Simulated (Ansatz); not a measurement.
# Sn (Im-3m) in Ansatz: a series of runs

Runs on Sn. Level: PBE. Tasks: single point.

Everything below comes from runs of Ansatz 0.2.0. Logs are shortened: lines on timing, memory, paths and dates and some standing lists are left out, and cuts for length are marked.

### Step 1. Starting point

The structure is cubic, space group Im-3m (No. 229). The conventional cell has a = 3.789 Å, b = 3.789 Å, c = 3.789 Å, α = 90.00°, β = 90.00°, γ = 90.00°. Around Sn (site symmetry m-3m) lie 8 Sn at 3.28 Å.

This isn't the form of Sn at room conditions, which is tetragonal (white tin).

### Step 2. Single point, PBE

Input file input.yaml:

```yaml
crystal:
  lattice:
    - [-1.8946518192, 1.8946518192, 1.8946518192]
    - [1.8946518192, -1.8946518192, 1.8946518192]
    - [1.8946518192, 1.8946518192, -1.8946518192]
  atoms:
    - { symbol: Sn, position: [0.0, 0.0, 0.0] }
hamiltonian:
  xc: pbe
  pseudopotentials: { kind: paw }
kpoints:
  mp_grid: { grid: [10, 10, 10] }
scf:
  occupations: { method: gaussian, width: 0.019 }
output:
  forces: true
  stress: true
  eigenvalues: true
```

Potentials or basis: Ansatz PAW.

The run is started by

```sh
> ansatz run input.yaml --threads 2 --pin off --max-ram 5632MiB --backend cpu --events-out ev --progress --plain --runs-dir out
```

The log of the run:

```text
Warning: RAYON_NUM_THREADS=2 ignored (pool sized by the plan → 2); use --threads N
Engine: ansatz 0.2.0, aarch64-unknown-linux-gnu
Pseudopotentials: kind: paw
Pseudopotential: Sn, paw, valence charge 14, recommended cutoff 420 eV (normal), Sn.paw.azcp
Functional definition: PBE
  parameter kappa = 0.804
  parameter beta = 0.06672455060314922
  exchange = pbe_x(kappa = kappa, mu = beta*pi^2/3)
  correlation = pbe_c(beta = beta)
Crystal: 1 atoms, lattice volume = 27.205 Å³
Basis set: ecut = 420 eV, 555 PW (Γ), exchange–correlation on 48×48×48 points (8 copies of the dense FFT grid, shifted against one another)
Bands: 11, of which v1, the nominal top of the filled ones, is band 7 counted from 1 (6 counted from 0)
Symmetry: 48 space group operations
Space group: Im-3m (ITA 229), of the structure as read, at distance tolerance 3.0e-5 Å
k-points: 47 of 1000
Non-local potential: Sn, projectors of the file, l = 0: 2, l = 1: 2, l = 2: 2, l = 3: 2
PAW form: soft (Blöchl's): semilocal exchange-correlation on the pseudo side does not see the compensation charge
PAW one-centre angular grid: Sn, 590 points (default); XC on 64 Gauss nodes
Initial density: superposition of atomic densities (neutral atoms: chi_scale 0, normalization atom), corrected by the library's trained network
Initial wavefunctions: pseudopotential atomic-orbital guess
Functional: x = pbe(κ = 0.804, μ = 0.2195149727645171), c = pbe(β = 0.06672455060314922)
SCF iter   1: F=—  HF=-6024.124859 eV  |F-HF|=—  |Δ(HF+E_count)|=         —  Δρ=6.09e-4  dr2=3.79e-5  ethr=1.77e-3  ⟨swp⟩=5.9  Hψ=3073  notcnv=0
preconditioner: auto → none  [insulator: Δε(μ)=0.021 eV  Ē_g=23.228 eV  σ=0.019 eV  W_gap=0.55  n_scr=12 (ndim 8)  ℏωp=26.6 eV  f_vac=0.000  D(μ)=1.48/eV (n_scr^D=12)  ε∞_Penn≈2.3]
SCF iter   2: F=—  HF=-6024.124277 eV  |F-HF|=—  |Δ(HF+E_count)|=   5.82e-4  Δρ=3.69e-4  dr2=3.04e-5  ethr=2.71e-7  ⟨swp⟩=2.8  Hψ=1354  notcnv=0
SCF iter   3: F=—  HF=-6024.124271 eV  |F-HF|=—  |Δ(HF+E_count)|=   6.35e-6  Δρ=2.15e-4  dr2=7.91e-6  ethr=2.17e-7  ⟨swp⟩=2.8  Hψ=876  notcnv=0
SCF iter   4: F=—  HF=-6024.124280 eV  |F-HF|=—  |Δ(HF+E_count)|=   8.92e-6  Δρ=7.95e-5  dr2=1.15e-6  ethr=5.65e-8  ⟨swp⟩=2.0  Hψ=833  notcnv=0  defer=1
SCF iter   5: F=—  HF=-6024.124280 eV  |F-HF|=—  |Δ(HF+E_count)|=   4.51e-7  Δρ=3.20e-5  dr2=2.23e-7  ethr=8.22e-9  ⟨swp⟩=2.6  Hψ=878  notcnv=0  defer=1
SCF iter   6: F=-6024.124279 eV  HF=-6024.124279 eV  |F-HF|=5.44e-8  |Δ(HF+E_count)|=   1.67e-7  Δρ=1.16e-5  dr2=2.94e-8  ethr=7.14e-10  ⟨swp⟩=5.2  Hψ=1957  notcnv=0
SCF 1 converged in 6 iterations: F = -6024.124279 eV  dr2 = 2.94e-8
SCF converged after 6 iterations
Free energy (F): -6024.124279 eV
Harris-Foulkes:  -6024.124279 eV  (|F-HF|=5.44e-8)
Internal energy: -6024.124013 eV  (E = F + TS)
E sigma→0 (E₀):  -6024.124146 eV
Entropy (-TS):   -0.000266 eV (-0.266 meV/atom)
Fermi energy:    10.839476 eV
--- Per-component energies (eV) ---
  E_band       = -81.165294
  E_kinetic    = 185.944429
  E_local      = -823.560111  (includes V_loc(G=0)·N_el)
  E_nonlocal   = -32.670066
  E_hartree    = 519.205006
  E_xc         = -382.840013
  E_vxc        = -96.261111  (∫ρ·V_xc dr)
  E_paw        = -4134.925270  (= ΣΔE_a)
  E_vpaw       = -353.020596  (= ΣTr[D̂ρ^β])
  E_aug_tail   = -0.000000  (compensation charges beyond the density's cutoff)
  E_ewald      = -1355.277987
  E_smearing   = -0.000266  (= −TS)
  E_closure    = -0.000000  (closes the sum)
  Σ components = -6024.124279   (vs F -6024.124279, Δ=0.00e0)
--- Forces (eV/Å), atoms counted from 1 ---
  atom   1  Sn    -0.00000000    -0.00000000     0.00000000
  max |Σ_I F_I| component: 5.44e-32 eV/Å
--- Stress (GPa, compression-positive) ---
        0.654993      -0.000000      -0.000000
        0.000000       0.654993      -0.000000
        0.000000      -0.000000       0.654993
  P = ⅓ Tr σ = 0.6550 GPa (6.550 kbar)
--- Band table (eV; the first three rows and the last of 47) ---
  k-point 0: bands = ["-10.7236", "-10.7236", "-10.7236", "-10.5860", "-10.5860", "-0.2326", "18.8093", "18.8093", "18.8093", "22.9496", "22.9496"]
  k-point 1: bands = ["-10.7280", "-10.7173", "-10.7030", "-10.5908", "-10.5866", "-0.0146", "17.0752", "18.0195", "18.5228", "21.3716", "21.6969"]
  k-point 2: bands = ["-10.7393", "-10.7040", "-10.6485", "-10.6008", "-10.5881", "0.6400", "13.9333", "16.6509", "17.7964", "20.1931", "20.5441"]
  k-point 46: bands = ["-10.7435", "-10.7435", "-10.5229", "-10.5229", "-10.5229", "8.3732", "10.3721", "10.3721", "10.3721", "14.6797", "14.6797"]
```

Wall time 0.54 s (2 threads of Arm Neoverse V2, shared host); peak memory 0.26 GiB.

Results:

* Free energy: -6024.1243 eV
* Pressure: 0.7 GPa
* Band gap on the k mesh: none (metal or under the smearing width)

### Step 3. Single point, PBE

Changes to input.yaml since step 2:

```diff
@@ -13,3 +13,3 @@
 scf:
-  occupations: { method: gaussian, width: 0.019 }
+  occupations: { method: gaussian, width: 0.021 }
 output:
```

Potentials or basis: Ansatz PAW.

The run is started by

```sh
> ansatz run input.yaml --threads 2 --pin off --max-ram 5632MiB --backend cpu --events-out ev --progress --plain --runs-dir out
```

It took 0.53 s on 2 threads of Arm Neoverse V2, shared host; peak memory 0.27 GiB.

It converged, with:

* Free energy: -6024.1243 eV
* Pressure: 0.6 GPa
* Band gap on the k mesh: none (metal or under the smearing width)

Levels at points of the mesh, in eV from the Fermi level:
```
              k point  band 4  band 5  band 6  band 7  band 8  band 9  band 10  band 11
   (0.00, 0.00, 0.00)  -21.43  -21.43  -11.07    7.97    7.97    7.97    12.11    12.11
  (0.00, 0.00, -0.50)  -21.43  -21.34   -6.40   -4.41    3.61    5.45     7.95     8.24
(-0.50, -0.50, -0.50)  -21.36  -21.36   -2.47   -0.47   -0.47   -0.47     3.84     3.84
```

### Step 4. Single point, PBE

Changes to input.yaml since step 3:

```diff
@@ -13,3 +13,3 @@
 scf:
-  occupations: { method: gaussian, width: 0.021 }
+  occupations: { method: gaussian, width: 0.022 }
 output:
```

Potentials or basis: Ansatz PAW.

The run is started by

```sh
> ansatz run input.yaml --threads 2 --pin off --max-ram 5632MiB --backend cpu --events-out ev --progress --plain --runs-dir out
```

The log of the run:

```text
Warning: RAYON_NUM_THREADS=2 ignored (pool sized by the plan → 2); use --threads N
[... 8 set-up lines as earlier in the session ...]
Crystal: 1 atoms, lattice volume = 27.205 Å³
Basis set: ecut = 420 eV, 555 PW (Γ), exchange–correlation on 48×48×48 points (8 copies of the dense FFT grid, shifted against one another)
Bands: 11, of which v1, the nominal top of the filled ones, is band 7 counted from 1 (6 counted from 0)
[... 2 set-up lines as earlier in the session ...]
k-points: 47 of 1000
[... 4 set-up lines as earlier in the session ...]
[... 24 lines left out ...]
  E_hartree    = 519.206337
  E_xc         = -382.838323
  E_vxc        = -96.259228  (∫ρ·V_xc dr)
  E_paw        = -4134.928893  (= ΣΔE_a)
  E_vpaw       = -353.026910  (= ΣTr[D̂ρ^β])
  E_aug_tail   = -0.000000  (compensation charges beyond the density's cutoff)
  E_ewald      = -1355.277987
  E_smearing   = -0.000344  (= −TS)
  E_closure    = -0.000000  (closes the sum)
  Σ components = -6024.124324   (vs F -6024.124324, Δ=0.00e0)
--- Forces (eV/Å), atoms counted from 1 ---
  atom   1  Sn     0.00000000    -0.00000000     0.00000000
  max |Σ_I F_I| component: 6.41e-31 eV/Å
--- Stress (GPa, compression-positive) ---
        0.646742      -0.000000       0.000000
       -0.000000       0.646742      -0.000000
       -0.000000       0.000000       0.646742
  P = ⅓ Tr σ = 0.6467 GPa (6.467 kbar)
--- Band table (eV; the first three rows and the last of 47) ---
  k-point 0: bands = ["-10.7241", "-10.7241", "-10.7241", "-10.5864", "-10.5864", "-0.2326", "18.8092", "18.8092", "18.8092", "22.9496", "22.9496"]
  k-point 1: bands = ["-10.7284", "-10.7177", "-10.7034", "-10.5912", "-10.5870", "-0.0147", "17.0752", "18.0194", "18.5227", "21.3716", "21.6969"]
  k-point 2: bands = ["-10.7397", "-10.7044", "-10.6489", "-10.6013", "-10.5885", "0.6400", "13.9332", "16.6508", "17.7964", "20.1930", "20.5441"]
  k-point 46: bands = ["-10.7439", "-10.7439", "-10.5233", "-10.5233", "-10.5233", "8.3731", "10.3720", "10.3720", "10.3720", "14.6797", "14.6797"]
```

Run time: 0.54 s. Hardware: 2 threads of Arm Neoverse V2, shared host; peak memory 0.27 GiB.

Results:

```yaml
Free_energy: -6024.1243 eV
Pressure: 0.6 GPa
Band_gap_on_the_k_mesh: none (metal or under the smearing width)
```

Levels at points of the mesh, in eV from the Fermi level:
| k point | band 4 | band 5 | band 6 | band 7 | band 8 | band 9 | band 10 | band 11 |
| --- | --- | --- | --- | --- | --- | --- | --- | --- |
| (0.00, 0.00, 0.00) | -21.43 | -21.43 | -11.07 | 7.97 | 7.97 | 7.97 | 12.11 | 12.11 |
| (0.00, 0.00, -0.50) | -21.43 | -21.34 | -6.40 | -4.41 | 3.61 | 5.45 | 7.95 | 8.24 |
| (-0.50, -0.50, -0.50) | -21.36 | -21.36 | -2.47 | -0.47 | -0.47 | -0.47 | 3.84 | 3.84 |

### Step 5. Single point, PBE

Changes to input.yaml since step 4:

```diff
@@ -13,3 +13,3 @@
 scf:
-  occupations: { method: gaussian, width: 0.022 }
+  occupations: { method: gaussian, width: 0.023 }
 output:
```

Potentials or basis: Ansatz PAW.

The run is started by

```sh
> ansatz run input.yaml --threads 2 --pin off --max-ram 5632MiB --backend cpu --events-out ev --progress --plain --runs-dir out
```

The log of the run:

```text
Warning: RAYON_NUM_THREADS=2 ignored (pool sized by the plan → 2); use --threads N
[... 8 set-up lines as earlier in the session ...]
Crystal: 1 atoms, lattice volume = 27.205 Å³
Basis set: ecut = 420 eV, 555 PW (Γ), exchange–correlation on 48×48×48 points (8 copies of the dense FFT grid, shifted against one another)
Bands: 11, of which v1, the nominal top of the filled ones, is band 7 counted from 1 (6 counted from 0)
[... 2 set-up lines as earlier in the session ...]
k-points: 47 of 1000
[... 4 set-up lines as earlier in the session ...]
[... 24 lines left out ...]
  E_hartree    = 519.206330
  E_xc         = -382.837887
  E_vxc        = -96.258752  (∫ρ·V_xc dr)
  E_paw        = -4134.929786  (= ΣΔE_a)
  E_vpaw       = -353.028370  (= ΣTr[D̂ρ^β])
  E_aug_tail   = -0.000000  (compensation charges beyond the density's cutoff)
  E_ewald      = -1355.277987
  E_smearing   = -0.000371  (= −TS)
  E_closure    = -0.000000  (closes the sum)
  Σ components = -6024.124340   (vs F -6024.124340, Δ=0.00e0)
--- Forces (eV/Å), atoms counted from 1 ---
  atom   1  Sn     0.00000000    -0.00000000     0.00000000
  max |Σ_I F_I| component: 2.10e-31 eV/Å
--- Stress (GPa, compression-positive) ---
        0.644486      -0.000000       0.000000
       -0.000000       0.644486      -0.000000
       -0.000000       0.000000       0.644486
  P = ⅓ Tr σ = 0.6445 GPa (6.445 kbar)
--- Band table (eV; the first three rows and the last of 47) ---
  k-point 0: bands = ["-10.7241", "-10.7241", "-10.7241", "-10.5865", "-10.5865", "-0.2326", "18.8092", "18.8092", "18.8092", "22.9496", "22.9496"]
  k-point 1: bands = ["-10.7284", "-10.7178", "-10.7035", "-10.5913", "-10.5871", "-0.0147", "17.0751", "18.0194", "18.5227", "21.3716", "21.6969"]
  k-point 2: bands = ["-10.7398", "-10.7044", "-10.6489", "-10.6013", "-10.5886", "0.6400", "13.9332", "16.6508", "17.7964", "20.1930", "20.5441"]
  k-point 46: bands = ["-10.7440", "-10.7440", "-10.5233", "-10.5233", "-10.5233", "8.3731", "10.3720", "10.3720", "10.3720", "14.6797", "14.6797"]
```

Run time: 0.54 s. Hardware: 2 threads of Arm Neoverse V2, shared host; peak memory 0.27 GiB.

What came out:

- Free energy: -6024.1243 eV
- Pressure: 0.6 GPa
- Band gap on the k mesh: none (metal or under the smearing width)

### Step 6. Single point, PBE

Changes to input.yaml since step 5:

```diff
@@ -13,3 +13,3 @@
 scf:
-  occupations: { method: gaussian, width: 0.023 }
+  occupations: { method: gaussian, width: 0.024 }
 output:
@@ -18 +18,5 @@
   eigenvalues: true
+  write_density: true
+  write_potential: true
+  elf: true
+  volumetric_format: npy
```

Potentials or basis: Ansatz PAW.

The run is started by

```sh
> ansatz run input.yaml --threads 2 --pin off --max-ram 5632MiB --backend cpu --events-out ev --progress --plain --runs-dir out
```

The log of the run:

```text
Warning: RAYON_NUM_THREADS=2 ignored (pool sized by the plan → 2); use --threads N
[... 8 set-up lines as earlier in the session ...]
Crystal: 1 atoms, lattice volume = 27.205 Å³
Basis set: ecut = 420 eV, 555 PW (Γ), exchange–correlation on 48×48×48 points (8 copies of the dense FFT grid, shifted against one another)
Bands: 11, of which v1, the nominal top of the filled ones, is band 7 counted from 1 (6 counted from 0)
[... 2 set-up lines as earlier in the session ...]
k-points: 47 of 1000
[... 6 set-up lines as earlier in the session ...]
SCF iter   1: F=—  HF=-6024.124906 eV  |F-HF|=—  |Δ(HF+E_count)|=         —  Δρ=6.15e-4  dr2=3.83e-5  ethr=1.77e-3  ⟨swp⟩=5.9  Hψ=3069  notcnv=0
preconditioner: auto → Kerker (q_TF=auto, 2.442 Å⁻¹)  [metal: Δε(μ)=0.021 eV  Ē_g=23.228 eV  σ=0.024 eV  W_gap=0.46  n_scr=12 (ndim 8)  ℏωp=26.6 eV  f_vac=0.000  D(μ)=1.38/eV (n_scr^D=12)]
SCF iter   2: F=—  HF=-6024.124346 eV  |F-HF|=—  |Δ(HF+E_count)|=   5.60e-4  Δρ=3.60e-4  dr2=2.76e-5  ethr=2.73e-7  ⟨swp⟩=2.8  Hψ=1350  notcnv=0
SCF iter   3: F=—  HF=-6024.124346 eV  |F-HF|=—  |Δ(HF+E_count)|=   4.23e-7  Δρ=2.60e-4  dr2=1.38e-5  ethr=1.97e-7  ⟨swp⟩=2.0  Hψ=805  notcnv=0
SCF iter   4: F=—  HF=-6024.124348 eV  |F-HF|=—  |Δ(HF+E_count)|=   1.86e-6  Δρ=1.94e-4  dr2=5.89e-6  ethr=9.87e-8  ⟨swp⟩=2.1  Hψ=831  notcnv=0
SCF iter   5: F=—  HF=-6024.124360 eV  |F-HF|=—  |Δ(HF+E_count)|=   1.18e-5  Δρ=1.31e-4  dr2=3.71e-6  ethr=4.21e-8  ⟨swp⟩=2.0  Hψ=835  notcnv=0  defer=1
SCF iter   6: F=—  HF=-6024.124357 eV  |F-HF|=—  |Δ(HF+E_count)|=   2.77e-6  Δρ=6.50e-5  dr2=9.69e-7  ethr=2.65e-8  ⟨swp⟩=2.4  Hψ=821  notcnv=0  defer=1
SCF iter   7: F=-6024.124356 eV  HF=-6024.124356 eV  |F-HF|=1.13e-7  |Δ(HF+E_count)|=   8.99e-7  Δρ=1.68e-5  dr2=6.06e-8  ethr=7.14e-10  ⟨swp⟩=6.7  Hψ=3092  notcnv=0
SCF 1 converged in 7 iterations: F = -6024.124356 eV  dr2 = 6.06e-8
SCF converged after 7 iterations
Free energy (F): -6024.124356 eV
Harris-Foulkes:  -6024.124356 eV  (|F-HF|=1.13e-7)
Internal energy: -6024.123959 eV  (E = F + TS)
E sigma→0 (E₀):  -6024.124157 eV
Entropy (-TS):   -0.000397 eV (-0.397 meV/atom)
Fermi energy:    10.838304 eV
--- Per-component energies (eV) ---
  E_band       = -81.170820
  E_kinetic    = 185.942925
  E_local      = -823.558339  (includes V_loc(G=0)·N_el)
  E_nonlocal   = -32.668745
  E_hartree    = 519.206265
  E_xc         = -382.837495
  E_vxc        = -96.258327  (∫ρ·V_xc dr)
  E_paw        = -4134.930582  (= ΣΔE_a)
  E_vpaw       = -353.029658  (= ΣTr[D̂ρ^β])
  E_aug_tail   = -0.000000  (compensation charges beyond the density's cutoff)
  E_ewald      = -1355.277987
  E_smearing   = -0.000397  (= −TS)
  E_closure    = -0.000000  (closes the sum)
  Σ components = -6024.124356   (vs F -6024.124356, Δ=0.00e0)
--- Forces (eV/Å), atoms counted from 1 ---
  atom   1  Sn     0.00000000    -0.00000000     0.00000000
  max |Σ_I F_I| component: 7.81e-32 eV/Å
--- Stress (GPa, compression-positive) ---
        0.642433      -0.000000       0.000000
       -0.000000       0.642433       0.000000
       -0.000000      -0.000000       0.642433
  P = ⅓ Tr σ = 0.6424 GPa (6.424 kbar)
--- Band table (eV; the first three rows and the last of 47) ---
  k-point 0: bands = ["-10.7242", "-10.7242", "-10.7242", "-10.5865", "-10.5865", "-0.2327", "18.8092", "18.8092", "18.8092", "22.9496", "22.9496"]
  k-point 1: bands = ["-10.7285", "-10.7178", "-10.7035", "-10.5913", "-10.5871", "-0.0147", "17.0751", "18.0194", "18.5227", "21.3716", "21.6969"]
  k-point 2: bands = ["-10.7398", "-10.7045", "-10.6490", "-10.6014", "-10.5887", "0.6400", "13.9332", "16.6508", "17.7964", "20.1930", "20.5441"]
  k-point 46: bands = ["-10.7440", "-10.7440", "-10.5234", "-10.5234", "-10.5234", "8.3730", "10.3720", "10.3720", "10.3720", "14.6797", "14.6797"]
```

v_z.tsv:

```text
# z_ang	v_es[eV]	v_tot[eV]
# format = ansatz-planar-average/11
# xc	pbe
# density_cutoff_ev	1680
# datasets	Sn=:simpson_from_first_knot:soft
# lattice	-1.894651819	1.894651819	1.894651819
# lattice	1.894651819	-1.894651819	1.894651819
# lattice	1.894651819	1.894651819	-1.894651819
# sites	1
# site	50	0.000000000	0.000000000	0.000000000
0.000000	8.566641e0	-5.146690e0
0.136735	8.343644e0	-5.216403e0
0.273469	7.758042e0	-5.364848e0
0.410204	7.033242e0	-5.429024e0
0.546939	6.459434e0	-5.205445e0
0.683674	6.301430e0	-4.528557e0
[... 16 lines left out ...]
3.008164	7.758042e0	-5.364848e0
3.144898	8.343644e0	-5.216403e0
```

It took 0.7 s on 2 threads of Arm Neoverse V2, shared host; peak memory 0.27 GiB.

What came out:

- Free energy: -6024.1244 eV
- Pressure: 0.6 GPa
- Band gap on the k mesh: none (metal or under the smearing width)

Levels at points of the mesh, in eV from the Fermi level:
| k point | band 5 | band 6 | band 7 | band 8 | band 9 | band 10 |
| --- | --- | --- | --- | --- | --- | --- |
| (0.00, 0.00, 0.00) | -21.42 | -11.07 | 7.97 | 7.97 | 7.97 | 12.11 |
| (0.00, 0.00, -0.50) | -21.34 | -6.40 | -4.41 | 3.61 | 5.45 | 7.95 |
| (-0.50, -0.50, -0.50) | -21.36 | -2.47 | -0.47 | -0.47 | -0.47 | 3.84 |

### Step 7. The runs side by side

| smearing | gap on the mesh (eV) | pressure (GPa) |
| --- | --- | --- |
| gaussian 0.019 eV | none | 0.7 |
| gaussian 0.021 eV | none | 0.6 |
| gaussian 0.022 eV | none | 0.6 |
| gaussian 0.023 eV | none | 0.6 |
| gaussian 0.024 eV | none | 0.6 |

Alike in all rows: task single point; level PBE; potentials or basis Ansatz PAW; no spin polarisation; cell as given; k mesh 10 × 10 × 10; cutoff (eV) 420.

Every run on the cell as given and a fine mesh finds a metal.

Total energies depend on the potentials used, so only differences within one code and one set of settings carry meaning.
